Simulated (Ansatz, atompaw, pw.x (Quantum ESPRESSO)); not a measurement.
What a changed setting does to a pw.x run (fcc W)

Potential: PAW, atompaw 4.2.0.5, PBE; core [Kr] 4d10 4f14, reference 5s2 5p6 5d4 6s2 6p0; waves: 5s (bound): rc 1.65 bohr; 6s (bound): rc 2.75 bohr; 5p (bound): rc 1.85 bohr; 6p (bound, empty): rc 2.75 bohr; 5d (bound): rc 2.70 bohr; 5d channel at 3.3 Ry: rc 2.70 bohr; 5f channel at -0.15 Ry: rc 2.75 bohr; local part: vpsmatchnc scheme with l = 4 at 0 Ry, radius 2.50 bohr; core correction: smooth core density matched at 1.65 bohr; augmentation: gaussian compensation charge, radius 2.15 bohr; PAW radius 2.75 bohr; waves and projectors: custom polynom vanderbiltortho.

The reference run (k-mesh 14³, cutoffs 55/550 Ry, Fermi–Dirac 0.01 Ry, mixing_beta 0.4, conv_thr 1e-9, no spin) gives -2.17 GPa at 16.478 Å³/atom, where all-electron LAPW gives -0.06 GPa. This run, with its own iteration cap, changes conv_thr to 1e-12.

```
&control
  calculation='scf', prefix='x', pseudo_dir='./', outdir='./tmp', tstress=.true., disk_io='none'
/
&system
  ibrav=0, nat=1, ntyp=1, ecutwfc=55, ecutrho=550, nbnd=15,
  occupations='smearing', smearing='fd', degauss=0.01
/
&electrons
  conv_thr=1e-12, mixing_beta=0.4, electron_maxstep=50
/
ATOMIC_SPECIES
W 1.0 W.UPF
CELL_PARAMETERS angstrom
  0.00000000 2.01972156 2.01972156
  2.01972156 0.00000000 2.01972156
  2.01972156 2.01972156 0.00000000
ATOMIC_POSITIONS crystal
W 0.0000 0.0000 0.0000
K_POINTS automatic
14 14 14 0 0 0
```

```bash
pw.x < W.scf.in > W.scf.out
```

**Question.** How does the run end?

**Answer.** It converges in 12 iterations; the free energy moves by +0.0 meV/atom and the pressure by -0.02 GPa. The result is that of the reference run.

```
Message from routine setup:
     using ibrav=0 with symmetry is DISCOURAGED, use correct ibrav instead
     lattice parameter (alat)  =       5.3977  a.u.
     unit-cell volume          =     111.1991 (a.u.)^3
     number of electrons       =        14.00
     number of Kohn-Sham states=           15
     kinetic-energy cutoff     =      55.0000  Ry
     charge density cutoff     =     550.0000  Ry
     scf convergence threshold =      1.0E-12
     Exchange-correlation= SLA PW PBX PBC
     number of k points=   104  Fermi-Dirac smearing, width (Ry)=  0.0100
     iteration #  1     ecut=    55.00 Ry     beta= 0.40
     total energy              =    -760.22864943 Ry
     estimated scf accuracy    <       0.06447584 Ry
     iteration #  2     ecut=    55.00 Ry     beta= 0.40
     total energy              =    -760.23044168 Ry
     estimated scf accuracy    <       0.00624245 Ry
     iteration #  3     ecut=    55.00 Ry     beta= 0.40
     total energy              =    -760.23157401 Ry
     estimated scf accuracy    <       0.00080504 Ry
     iteration #  4     ecut=    55.00 Ry     beta= 0.40
     total energy              =    -760.23163173 Ry
     estimated scf accuracy    <       0.00001656 Ry
     iteration #  5     ecut=    55.00 Ry     beta= 0.40
     total energy              =    -760.23164043 Ry
     estimated scf accuracy    <       0.00000240 Ry
     iteration #  6     ecut=    55.00 Ry     beta= 0.40
     total energy              =    -760.23164086 Ry
     estimated scf accuracy    <       0.00000034 Ry
     iteration #  7     ecut=    55.00 Ry     beta= 0.40
     total energy              =    -760.23164093 Ry
     estimated scf accuracy    <       0.00000005 Ry
     iteration #  8     ecut=    55.00 Ry     beta= 0.40
     total energy              =    -760.23164096 Ry
     estimated scf accuracy    <       0.00000001 Ry
     iteration #  9     ecut=    55.00 Ry     beta= 0.40
     total energy              =    -760.23164096 Ry
     estimated scf accuracy    <          3.9E-11 Ry
     iteration # 10     ecut=    55.00 Ry     beta= 0.40
     total energy              =    -760.23164096 Ry
     estimated scf accuracy    <          3.1E-11 Ry
     iteration # 11     ecut=    55.00 Ry     beta= 0.40
     total energy              =    -760.23164096 Ry
     estimated scf accuracy    <          4.8E-12 Ry
     iteration # 12     ecut=    55.00 Ry     beta= 0.40
     the Fermi energy is    20.3499 ev
!    total energy              =    -760.23164096 Ry
     estimated scf accuracy    <          3.3E-13 Ry
     smearing contrib. (-TS)   =      -0.00527822 Ry
     convergence has been achieved in  12 iterations
          total   stress  (Ry/bohr**3)                   (kbar)     P=      -21.83
     Message from routine punch:
     Nothing written, as per user request (disk_io='none')
```

The run took about 24 s on one core of a shared server CPU.
